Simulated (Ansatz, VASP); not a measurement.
One calculation of ZnO, two programs

File INCAR:

```
SYSTEM = ZnO
PREC = Accurate
ENCUT = 520
EDIFF = 1E-7
ISMEAR = 0
SIGMA = 0.05
LREAL = .FALSE.
LASPH = .TRUE.
NELM = 100
ALGO = Normal
ISIF = 2
LWAVE = .FALSE.
LCHARG = .FALSE.
GGA = PE
IVDW = 12
NBANDS = 26
```

KPOINTS

```
regular mesh
0
G
  9 9 4
  0 0 0
```

Contents of POSCAR:

```
ZnO
1.0
    3.2879671587      0.0000000000      0.0000000000
   -1.6439835793      2.8474630862      0.0000000000
    0.0000000000      0.0000000000      7.1304413500
Zn O
2 2
Direct
    0.0000000000      0.0000000000      0.7500000000
    0.0000000000      0.0000000000      0.2500000000
    0.3333333333      0.6666666667      0.2500000000
    0.6666666667      0.3333333333      0.7500000000
```

Input for Ansatz:

```yaml
crystal:
  lattice:
    - [3.2879671587, 0.0, 0.0]
    - [-1.6439835793, 2.8474630862, 0.0]
    - [0.0, 0.0, 7.13044135]
  atoms:
    - { symbol: Zn, position: [0.0, 0.0, 0.75] }
    - { symbol: Zn, position: [0.0, 0.0, 0.25] }
    - { symbol: O, position: [0.3333333333, 0.6666666667, 0.25] }
    - { symbol: O, position: [0.6666666667, 0.3333333333, 0.75] }
basis:
  ecutwfc: 420
kpoints:
  mp_grid: { grid: [9, 9, 4] }
hamiltonian:
  xc: pbe
  dispersion: d3bj
scf:
  occupations: { method: gaussian, width: 0.05 }
output:
  forces: true
  stress: true
  eigenvalues: true
```

Measurements of this composition are mostly on another form, of space group No. 186.

Alike in both runs: task single point; functional PBE; dispersion D3(BJ); k mesh 9 × 9 × 4; occupations gaussian, width 0.05 eV; no spin polarisation.

```csv
,VASP,Ansatz
version,VASP 6.6.1,Ansatz 0.2.0
potentials or method,"VASP PAW PBE potentials, release 64 (Zn, O)","scalar-relativistic, plane waves, PAW"
plane-wave cutoff (eV),520,420
valence electrons in the cell,36,36
```

```csv
,VASP,Ansatz,Ansatz less VASP
gap on the k mesh at the Fermi level (eV),0.82,0.82,0.000
least direct gap on the mesh (eV),0.82,0.82,0.000
pressure (GPa),-1.6,-2.3,-0.76
largest component of the traceless stress (GPa),0.06,0.78,+0.722
```

The functional is the same, so the differences come from potentials, cutoffs and numerics.

Caveats: an odd mesh through Γ misses points on the zone boundary, where band edges often lie. PBE gaps usually lie below the measured ones, often by a third to a half.
